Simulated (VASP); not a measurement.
# Pd (Im-3m) in VASP: notebook

The runs below take Pd through single point, with PBE.

Everything below comes from runs of VASP 6.6.1. Logs are shortened: lines on timing, memory, paths and dates and some standing lists are left out, and cuts for length are marked.

## 1. The crystal as given

The structure is cubic, space group Im-3m (No. 229). The conventional cell has a = 3.145 Å, b = 3.145 Å, c = 3.145 Å, α = 90.00°, β = 90.00°, γ = 90.00°. Pd (site symmetry m-3m) has 8 Pd at 2.72 Å as nearest neighbours.

This isn't the form of Pd at room conditions, which is fcc.

## 2. Single point, PBE

Input file INCAR:

```
SYSTEM = Pd
PREC = Accurate ; ENCUT = 460
EDIFF = 1E-6 ; ISMEAR = 0
SIGMA = 0.1 ; LREAL = .FALSE.
LASPH = .TRUE. ; NELM = 100
ALGO = Normal ; ISIF = 2
LWAVE = .FALSE. ; LCHARG = .FALSE.
GGA = PE ; ADDGRID = .FALSE.
```

Input file KPOINTS:

```
Automatic mesh
0
G
  11 11 11
  0 0 0
```

Input file POSCAR:

```
Pd
1.0
   -1.5345420000      1.5703810000      1.5719130000
    1.5565800000     -1.5514420000      1.5750130000
    1.5718420000      1.5887420000     -1.5529740000
Pd
1
Direct
    0.0275280000      0.0634310000      0.0341390000
```

Potentials or basis: VASP PAW PBE potentials, release 64 (Pd).

Started as:

```sh
> cat potpaw_PBE.64/Pd/POTCAR > POTCAR
> mpirun -np 1 vasp_std > vasp.out
```

OUTCAR:

```text
SYSTEM = Pd
   PREC = Accurate
   ENCUT = 460
   EDIFF = 1E-6
   ISMEAR = 0
   LREAL = .FALSE.
   LASPH = .TRUE.
   NELM = 100
   ISIF = 2
   GGA = PE

 Found    666 irreducible k-points:

 Following reciprocal coordinates:
            Coordinates               Weight
  0.000000  0.000000  0.000000      1.000000
  0.090909  0.000000  0.000000      2.000000
  0.181818  0.000000 -0.000000      2.000000
  0.272727  0.000000  0.000000      2.000000
  0.363636  0.000000  0.000000      2.000000
  0.454545  0.000000  0.000000      2.000000
   k-points           NKPTS =    666   k-points in BZ     NKDIM =    666   number of bands    NBANDS=      9
   number of dos      NEDOS =    301   number of ions     NIONS =      1
   total plane-waves  NPLWV =   8000
   dimension x,y,z NGX =    20 NGY =   20 NGZ =   20
   dimension x,y,z NGXF=    40 NGYF=   40 NGZF=   40
   ions per type =               1
   NGX,Y,Z   is equivalent  to a cutoff of  12.31, 12.30, 12.22 a.u.
   NGXF,Y,Z  is equivalent  to a cutoff of  24.63, 24.59, 24.43 a.u.
 SYSTEM =  Pd
   PREC   = accura    normal or accurate (medium, high low for compatibility)
   ISTART =      0    job   : 0-new  1-cont  2-samecut
   ICHARG =      2    charge: 1-file 2-atom 10-const
   ISPIN  =      1    spin polarized calculation?
   LNONCOLLINEAR =      F non collinear calculations
   LSORBIT =      F    spin-orbit coupling
   LASPH  =      T    aspherical Exc in radial PAW
   ENCUT  =  460.0 eV  33.81 Ry    5.81 a.u.   4.72  4.73  4.76*2*pi/ulx,y,z
   NELM   =    100;   NELMIN=  2; NELMDL= -5     # of ELM steps
   EDIFF  = 0.1E-05   stopping-criterion for ELM
   LREAL  =      F    real-space projection
   EDIFFG = 0.1E-04   stopping-criterion for IOM
   NSW    =      0    number of steps for IOM
   IBRION =     -1    ionic relax: 0-MD 1-quasi-New 2-CG
   NFREE  =      0    steps in history (QN), initial steepest desc. (CG)
   ISIF   =      2    stress and relaxation
   ISYM   =      2    0-nonsym 1-usesym 2-fastsym
   POTIM  = 0.5000    time-step for ionic-motion
   TEBEG  =    0.0;   TEEND  =   0.0 temperature during run
   PSTRESS=    0.0 pullay stress
   NELECT =      10.0000    total number of electrons
   NUPDOWN=      -1.0000    fix difference up-down
   EMIN   =  10.00;   EMAX   =-10.00  energy-range for DOS
   EFERMI =   0.00;   METHOD = LEGACY
   ISMEAR =     0;   SIGMA  =   0.10  broadening in eV -4-tet -1-fermi 0-gaus
   EFERMI_NEDOS =   21; number of points for ismear=-14 and -15
   IALGO  =     38    algorithm
   IMIX   =      4    mixing-type and parameters
     AMIX     =   0.40;   BMIX     =  1.00
     AMIX_MAG =   1.60;   BMIX_MAG =  1.00
  volume/ion in A,a.u.               =      15.55       104.92
  Fermi-wavevector in a.u.,A,eV,Ry     =   1.413160  2.670485 27.171118  1.997021
  Thomas-Fermi vector in A             =   2.534834
   LORBIT       =      0    0 simple, 1 ext, 2 COOP (PROOUT), +10 PAW based schemes
   GGA     = PE    functional components
   LHFCALC =     F    Hartree Fock is set to
   AEXX    =    0.0000 exact exchange contribution
   IVDW    =     0    specifies the selected vdW correction
   LEPSILON=     F    determine dielectric tensor
   LRPA    =     F    only Hartree local field effects (RPA)
 non-spin polarized calculation
 Gauss-broadening in eV      SIGMA  =   0.10
  energy-cutoff  :      460.00
  volume of cell :       15.55
 maximum number of plane-waves:       369
   NGX =  9   NGY =  9   NGZ =  9

 number of electron      10.0000000 magnetization

 Free energy of the ion-electron system (eV)
  ---------------------------------------------------
  ext. energy  EPLUGINS =         0.00000000
  ---------------------------------------------------
  free energy    TOTEN  =        -5.16402125 eV

  energy without entropy =       -5.15564022  energy(sigma->0) =       -5.15983073

 E-fermi :   8.9188     XC(G=0): -12.8513

 val. band max:        8.9187236622   @ k =  -0.0909   0.0000   0.3636
 cond. band min:       8.9229476378   @ k =  -0.0000  -0.3636   0.2727
 fundamental gap:      0.0042239755
 Fermi energy:         8.9187562245

 k-point     1 :       0.0000    0.0000    0.0000
  band No.  band energies     occupation
      1       2.1900      2.00000
      2       6.0487      2.00000
      3       6.1446      2.00000
      4       6.3982      2.00000
      5       8.0180      2.00000
      6       8.0804      2.00000
      7      27.9475      0.00000
      8      28.0922      0.00000
      9      28.5271      0.00000

 k-point     2 :       0.0909    0.0000    0.0000
  band No.  band energies     occupation
      1       2.4842      2.00000
      2       6.0375      2.00000
      3       6.1197      2.00000
      4       6.5462      2.00000
      5       7.9210      2.00000
      6       8.0852      2.00000
      7      27.7073      0.00000
      8      28.1105      0.00000
      9      28.7670      0.00000

 k-point     3 :       0.1818    0.0000   -0.0000
  band No.  band energies     occupation
      1       3.2649      2.00000
      2       5.8132      2.00000
      3       6.1766      2.00000
      4       7.0748      2.00000
      5       7.7677      2.00000
      6       8.1091      2.00000
      7      26.0117      0.00000
      8      27.5983      0.00000
      9      29.5977      0.00000

 k-point     4 :       0.2727    0.0000    0.0000
  band No.  band energies     occupation
      1       4.0281      2.00000
      2       5.5198      2.00000
      3       6.6352      2.00000
      4       7.7605      2.00000
      5       7.8972      2.00000
      6       8.1590      2.00000
      7      22.8441      0.00000
      8      26.2212      0.00000
      9      30.3677      0.00000

 k-point     5 :       0.3636    0.0000    0.0000
  band No.  band energies     occupation
      1       4.1495      2.00000
      2       5.2618      2.00000
      3       7.7989      2.00000
      4       8.2102      2.00000
      5       8.2228      2.00000
      6       8.7695      1.96526
      7      19.4215      0.00000
      8      24.9167      0.00000
      9      28.0494      0.00000

 k-point     6 :       0.4545    0.0000    0.0000
  band No.  band energies     occupation
      1       4.0402      2.00000
      2       5.1139      2.00000
      3       7.9400      2.00000
      4       8.2688      2.00000
      5       9.3565      0.00000
      6       9.9521      0.00000
      7      16.7436      0.00000
      8      24.1822      0.00000
      9      26.7018      0.00000

 [... further k-points ...]

------------------------ aborting loop because EDIFF is reached ----------------------------------------

  FORCE on cell =-STRESS in cart. coord.  units (eV):
  Direction    XX          YY          ZZ          XY          YZ          ZX
  --------------------------------------------------------------------------------------
  -------------------------------------------------------------------------------------
  Total       -0.1020252     -0.0905775     -0.0924847     -0.1833770     -0.0785755     -0.0964683
  in kB      -10.5139839     -9.3342646     -9.5308135    -18.8975183     -8.0974238     -9.9413357
  external PRESSURE =      -9.7930207 kB  Pullay stress =       0.0000000 kB

 VOLUME and BASIS-vectors are now :
 -----------------------------------------------------------------------------
  energy-cutoff  :      460.00
  volume of cell :       15.55
      direct lattice vectors                 reciprocal lattice vectors
    -1.534542000  1.570381000  1.571913000    -0.005977961  0.314720194  0.315918219
     1.556580000 -1.551442000  1.575013000     0.317494029 -0.005640589  0.315580949
     1.571842000  1.588742000 -1.552974000     0.315948875  0.312837667 -0.004095334

 POSITION                                       TOTAL-FORCE (eV/Angst)
 -----------------------------------------------------------------------------------
      0.11015     -0.00094      0.09016         0.000000     -0.000000      0.000000
 -----------------------------------------------------------------------------------
    total drift:                                0.000001      0.000007      0.000004

  FREE ENERGIE OF THE ION-ELECTRON SYSTEM (eV)
  ---------------------------------------------------
  free  energy   TOTEN  =        -5.1640212498 eV

  energy  without entropy=       -5.1556402159  energy(sigma->0) =       -5.15983073
```

Run time: 56 s. Hardware: 1 thread of Intel Xeon Platinum 8375C at 2.90GHz (Ice Lake), shared host; peak memory 0.19 GiB.

The run converged, but some of its settings lie outside the range that counts as converged, so its numbers aren't taken as properties of the crystal.

What came out:

| Item | Value |
| --- | --- |
| Free energy | -5.1640 eV |
| Pressure | -1.0 GPa |
| Band gap on the k mesh | none (metal or under the smearing width) |

## 3. Single point, PBE

INCAR: that of step 2 with these lines changed.

```diff
@@ -3,3 +3,3 @@
 EDIFF = 1E-6 ; ISMEAR = 0
-SIGMA = 0.1 ; LREAL = .FALSE.
+SIGMA = 0.4 ; LREAL = .FALSE.
 LASPH = .TRUE. ; NELM = 100
```

KPOINTS is that of step 2.

Input file POSCAR:

```
Pd
1.0
   -1.5722810000      1.5722810000      1.5722810000
    1.5722810000     -1.5722810000      1.5722810000
    1.5722810000      1.5722810000     -1.5722810000
Pd
1
Direct
    0.0000000000      0.0000000000      0.0000000000
```

Potentials or basis: VASP PAW PBE potentials, release 64 (Pd).

Started as:

```sh
> cat potpaw_PBE.64/Pd/POTCAR > POTCAR
> mpirun -np 1 vasp_std > vasp.out
```

It took 10 s on 1 thread of Intel Xeon Platinum 8375C at 2.90GHz (Ice Lake), shared host; peak memory 0.12 GiB.

The run converged, but some of its settings lie outside the range that counts as converged, so its numbers aren't taken as properties of the crystal.

What came out:

| Quantity | Value |
| --- | --- |
| Free energy | -5.2213 eV |
| Pressure | -0.4 GPa |
| Band gap on the k mesh | none (metal or under the smearing width) |

## 4. Single point, PBE

INCAR is that of step 3.

KPOINTS is that of step 3.

Input file POSCAR:

```
Pd
1.0
   -1.5345420000      1.5703810000      1.5719130000
    1.5565800000     -1.5514420000      1.5750130000
    1.5718420000      1.5887420000     -1.5529740000
Pd
1
Direct
    0.0275280000      0.0634310000      0.0341390000
```

Started as:

```sh
> cat potpaw_PBE.64/Pd/POTCAR > POTCAR
> mpirun -np 1 vasp_std > vasp.out
```

Wall time 76 s (1 thread of Intel Xeon Platinum 8375C at 2.90GHz (Ice Lake), shared host); peak memory 0.2 GiB.

The run converged, but some of its settings lie outside the range that counts as converged, so its numbers aren't taken as properties of the crystal.

Results:

```yaml
Free_energy: -5.2173 eV
Pressure: -0.3 GPa
Band_gap_on_the_k_mesh: none (metal or under the smearing width)
```

## 5. For comparison

An earlier run on the cell as given: functional PBEsol; potentials or basis VASP PAW PBE potentials, release 64 (Pd); cutoff 520 eV; k mesh 12 × 12 × 12; occupations fermi-dirac, width 0.05 eV; no spin polarisation.

- Pressure: -10.3 GPa
- Band gap on the k mesh: none (metal or under the smearing width)
